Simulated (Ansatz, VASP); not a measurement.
## C in VASP and in Ansatz

File INCAR:

```
PREC     = Accurate       # precision mode
ENCUT    = 520            # plane-wave cutoff, eV
EDIFF    = 1E-6           # SCF threshold, eV
ISMEAR   = 0              # smearing method
SIGMA    = 0.05           # smearing width, eV
LREAL    = False          # projectors in reciprocal space
LASPH    = True           # aspherical terms in the spheres
NELM     = 100            # most SCF steps
ALGO     = Normal         # electronic algorithm
ISIF     = 2              # what is computed and relaxed
LWAVE    = False          # write WAVECAR
LCHARG   = False          # write CHGCAR
GGA      = CA             # functional
NBANDS   = 31             # bands
```

File KPOINTS:

```
Automatic mesh
0
Gamma
  10 10 3
```

The input POSCAR:

```
C
1.0
   -2.4912907516      0.0000000000      0.0000000000
   -1.2456453758     -2.1575210791      0.0000000000
   -0.3115359085     -0.1798653406     10.2538776052
C
10
Direct
   -0.3394421100     -0.3394421100      0.8741556576
    0.6729721300      0.6729721300      0.7252443424
    0.0562802280      0.0562802280      0.1257869493
    0.6939497920      0.6939497920      0.4736130507
    0.0438577576      0.0438577576      0.2747969895
    0.7063722624      0.7063722624      0.3246030105
   -0.0102886207     -0.0102886207      0.9242937306
    0.3438186407      0.3438186407      0.6751062694
    0.3937920106      0.3937920106      0.0756656066
    0.3564380094      0.3564380094      0.5237343934
```

Input for Ansatz:

```yaml
crystal:
  lattice:
    - [-2.4912907516, 0.0, 0.0]
    - [-1.2456453758, -2.1575210791, 0.0]
    - [-0.3115359085, -0.1798653406, 10.2538776052]
  atoms:
    - { symbol: C, position: [-0.33944211, -0.33944211, 0.8741556576] }
    - { symbol: C, position: [0.67297213, 0.67297213, 0.7252443424] }
    - { symbol: C, position: [0.056280228, 0.056280228, 0.1257869493] }
    - { symbol: C, position: [0.693949792, 0.693949792, 0.4736130507] }
    - { symbol: C, position: [0.0438577576, 0.0438577576, 0.2747969895] }
    - { symbol: C, position: [0.7063722624, 0.7063722624, 0.3246030105] }
    - { symbol: C, position: [-0.0102886207, -0.0102886207, 0.9242937306] }
    - { symbol: C, position: [0.3438186407, 0.3438186407, 0.6751062694] }
    - { symbol: C, position: [0.3937920106, 0.3937920106, 0.0756656066] }
    - { symbol: C, position: [0.3564380094, 0.3564380094, 0.5237343934] }
basis:
  ecutwfc: 420
kpoints:
  mp_grid: { grid: [10, 10, 3] }
hamiltonian:
  xc: lda
scf:
  occupations: { method: gaussian, width: 0.05 }
output:
  forces: true
  stress: true
  eigenvalues: true
```

Alike in both runs: task single point; functional LDA; k mesh 10 × 10 × 3; occupations gaussian, width 0.05 eV; no spin polarisation.

|  | VASP | Ansatz |
| --- | --- | --- |
| version | VASP 6.6.1 | Ansatz 0.2.0 |
| potentials or method | VASP PAW LDA potentials, release 64 (C) | scalar-relativistic, plane waves, PAW |
| plane-wave cutoff (eV) | 520 | 420 |
| valence electrons in the cell | 40 | 40 |

Ansatz gave:

| Item | Value |
| --- | --- |
| gap on the k mesh at the Fermi level (eV) | none |
| pressure (GPa) | 4.2 |
| largest component of the traceless stress (GPa) | 19.42 |
| rms of the force components (eV/Å) | 0.949 |

**Question.** Estimate VASP's values.

**Answer.** gap on the k mesh at the Fermi level (eV): none; pressure (GPa): 5.8; largest component of the traceless stress (GPa): 19.28; rms of the force components (eV/Å): 0.939.

Atom by atom the forces differ by 0.011 eV/Å (rms over components). A gap of «none» marks a metal or a gap that the smearing closes.

Caveats: forces of over 1 eV/Å show positions far from the minimum, so gaps and moduli don't describe the material at rest.
